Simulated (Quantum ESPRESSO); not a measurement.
Input of a Quantum ESPRESSO 7.5 run:

pw.in

```
&CONTROL
  calculation = 'scf'
  prefix = 'pwscf'
  outdir = './tmp'
  pseudo_dir = './pseudo'
  tprnfor = .true.
  tstress = .true.
  disk_io = 'nowf'
/
&SYSTEM
  ibrav = 0
  nat = 1
  ntyp = 1
  ecutwfc = 55
  ecutrho = 440
  nbnd = 7
  occupations = 'smearing'
  smearing = 'fd'
  degauss = 0.00367493
/
&ELECTRONS
  conv_thr = 2d-10
  electron_maxstep = 120
  mixing_beta = 0.5
/
ATOMIC_SPECIES
Si    28.0850 Si.pbe-n-rrkjus_psl.1.0.0.UPF
CELL_PARAMETERS angstrom
   2.6044910000    0.0051710000   -0.0114580000
  -1.2977680000    2.2582760000   -0.0087210000
  -0.0107840000   -0.0157040000    2.4911460000
ATOMIC_POSITIONS crystal
Si    -0.0120970000   -0.0127870000   -0.0156780000
K_POINTS automatic
12 12 11 0 0 0
```

Potentials or basis: SSSP 1.3 efficiency PBE.

Run with:

```sh
$ OMP_NUM_THREADS=1 pw.x -in pw.in > pw.out
```

Task: Estimate the pressure.

Result: 2.9 GPa.

Task: What does it give for the band gap on the k mesh?

Result: None (metal or under the smearing width).

Stress tensor (GPa, compression positive):
```
 3.62 -0.44  0.91
-0.44  3.12  1.34
 0.91  1.34  2.08
```
